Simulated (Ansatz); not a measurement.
Input for Ansatz (plane-wave DFT, PAW):

```yaml
crystal:
  lattice:
    - [0.0, 1.8754360903, 1.8754360903]
    - [1.8754360903, 0.0, 1.8754360903]
    - [1.8754360903, 1.8754360903, 0.0]
  atoms:
    - { symbol: Ir, position: [0.0, 0.0, 0.0] }
basis:
  ecutwfc: 420
kpoints:
  mp_grid: { grid: [18, 18, 18] }
hamiltonian:
  xc: pbe
scf:
  occupations: { method: gaussian, width: 0.1 }
output:
  forces: true
  stress: true
  eigenvalues: true
```

Command:
```bash
ansatz run input.yaml --threads 1 --pin off --max-ram 2560MiB --backend cpu --events-out ev --progress --plain --runs-dir out
```

The calculation used Ansatz 0.2.0, DFT PBE, scalar-relativistic, plane waves, PAW.

Abridged output (iterations and final results):

```
SCF iter   1: F=—  HF=-11935.158888 eV  |F-HF|=—  |Δ(HF+E_count)|=         —  Δρ=4.71e-3  dr2=6.69e-4  ethr=1.77e-3  ⟨swp⟩=5.0  Hψ=12683  notcnv=0
SCF iter   2: F=—  HF=-11935.159079 eV  |F-HF|=—  |Δ(HF+E_count)|=   1.90e-4  Δρ=2.33e-3  dr2=1.23e-4  ethr=3.93e-6  ⟨swp⟩=1.9  Hψ=4720  notcnv=0
SCF iter   3: F=—  HF=-11935.159258 eV  |F-HF|=—  |Δ(HF+E_count)|=   1.79e-4  Δρ=6.20e-4  dr2=1.77e-5  ethr=7.22e-7  ⟨swp⟩=2.1  Hψ=3432  notcnv=0
SCF iter   4: F=—  HF=-11935.159265 eV  |F-HF|=—  |Δ(HF+E_count)|=   7.06e-6  Δρ=8.62e-5  dr2=3.81e-7  ethr=1.04e-7  ⟨swp⟩=2.1  Hψ=3404  notcnv=0
SCF iter   5: F=-11935.159265 eV  HF=-11935.159265 eV  |F-HF|=2.86e-9  |Δ(HF+E_count)|=   1.58e-7  Δρ=1.03e-5  dr2=7.00e-9  ethr=2.24e-9  ⟨swp⟩=2.0  Hψ=3413  notcnv=0
SCF iter   6: F=-11935.159265 eV  HF=-11935.159265 eV  |F-HF|=1.69e-10  |Δ(HF+E_count)|=  6.84e-10  Δρ=1.75e-6  dr2=2.94e-10  ethr=4.11e-11  ⟨swp⟩=3.1  Hψ=8540  notcnv=0
SCF 1 converged in 6 iterations: F = -11935.159265 eV  dr2 = 2.94e-10
SCF converged after 6 iterations
Free energy (F): -11935.159265 eV
Harris-Foulkes:  -11935.159265 eV  (|F-HF|=1.69e-10)
Internal energy: -11935.154856 eV  (E = F + TS)
E sigma→0 (E₀):  -11935.157061 eV
Entropy (-TS):   -0.004409 eV (-4.409 meV/atom)
Fermi energy:    28.214454 eV
--- Per-component energies (eV) ---
  E_band       = -48.231071
  E_kinetic    = 627.155184
  E_local      = -983.252749  (includes V_loc(G=0)·N_el)
  E_nonlocal   = 72.915354
  E_hartree    = 384.780385
  E_xc         = -269.547581
  E_vxc        = -302.239399  (∫ρ·V_xc dr)
  E_paw        = -9223.811425  (= ΣΔE_a)
  E_vpaw       = -232.370868  (= ΣTr[D̂ρ^β])
  E_aug_tail   = 0.000063  (compensation charges beyond the density's cutoff)
  E_ewald      = -2543.394088
  E_smearing   = -0.004409  (= −TS)
--- Forces (eV/Å), atoms counted from 1 ---
  atom   1  Ir     0.00000000     0.00000000     0.00000000
--- Stress (GPa, compression-positive) ---
       41.630363       0.000000       0.000000
        0.000000      41.630363       0.000000
        0.000000       0.000000      41.630363
  P = ⅓ Tr σ = 41.6304 GPa (416.304 kbar)
--- Band table (eV; the first three rows and the last of 195) ---
  k-point 0: bands = ["-64.9204", "-21.3260", "-21.3260", "-21.3260", "16.2881", "23.8436", "23.8436", "23.8436", "26.8515", "26.8515", "41.5360", "47.4461", "47.4461"]
  k-point 1: bands = ["-64.9177", "-21.3581", "-21.3303", "-21.3303", "16.4378", "23.7590", "23.9097", "23.9097", "26.8049", "26.8049", "41.8028", "46.7791", "47.7004"]
  k-point 2: bands = ["-64.9097", "-21.4499", "-21.3427", "-21.3427", "16.8693", "23.5438", "24.0825", "24.0825", "26.7025", "26.7025", "42.5350", "45.4353", "48.4428"]
  k-point 194: bands = ["-64.7980", "-22.0445", "-21.9437", "-21.7100", "21.1240", "22.2178", "23.3930", "26.2424", "29.8791", "37.0005", "37.0301", "38.3107", "42.2510"]
```

Self-consistency was reached.

The run took 2 s on 1 thread of Arm Neoverse V1, on a shared host, peak memory 0.28 GiB.

Spin–orbit coupling is left out, which can shift energies with elements as heavy as these.